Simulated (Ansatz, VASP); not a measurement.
CdTe in VASP and in Ansatz

File INCAR:

```
ALGO = Fast
EDIFF = 1E-6
ENCUT = 520
ISIF = 2
ISMEAR = 0
LASPH = T
LCHARG = F
LREAL = F
LWAVE = F
NBANDS = 16
NELM = 60
PREC = Accurate
SIGMA = 0.05
```

KPOINTS

```
k-points
0
Gamma
  6 6 6
```

File POSCAR:

```
CdTe
1.0
    0.0000000000      2.9563598097      2.9563598097
    2.9563598097      0.0000000000      2.9563598097
    2.9563598097      2.9563598097      0.0000000000
Cd Te
1 1
Direct
    0.0000000000      0.0000000000      0.0000000000
    0.5000000000      0.5000000000      0.5000000000
```

Input for Ansatz:

```yaml
crystal:
  lattice:
    - [0.0, 2.9563598097, 2.9563598097]
    - [2.9563598097, 0.0, 2.9563598097]
    - [2.9563598097, 2.9563598097, 0.0]
  atoms:
    - { symbol: Cd, position: [0.0, 0.0, 0.0] }
    - { symbol: Te, position: [0.5, 0.5, 0.5] }
basis:
  ecutwfc: 420
kpoints:
  mp_grid: { grid: [6, 6, 6] }
hamiltonian:
  xc: lda
scf:
  occupations: { method: gaussian, width: 0.05 }
output:
  forces: true
  stress: true
  eigenvalues: true
```

Measurements of this composition are mostly on another form, of space group No. 216.

Alike in both runs: task single point; functional LDA; k mesh 6 × 6 × 6; occupations gaussian, width 0.05 eV; no spin polarisation.

|  | VASP | Ansatz |
| --- | --- | --- |
| version | VASP 6.6.1 | Ansatz 0.2.0 |
| potentials or method | VASP PAW LDA potentials, release 64 (Cd, Te) | scalar-relativistic, plane waves, PAW |
| plane-wave cutoff (eV) | 520 | 420 |
| valence electrons in the cell | 18 | 36 |

```tsv
	VASP	Ansatz	Ansatz less VASP
gap on the k mesh at the Fermi level (eV)	none	none	-
pressure (GPa)	1.1	0.7	-0.40
```

A gap of «none» marks a metal or a gap that the smearing closes. The two sets of potentials don't hold the same shells in valence.

Spin-orbit coupling is left out, which matters for the levels of Te.
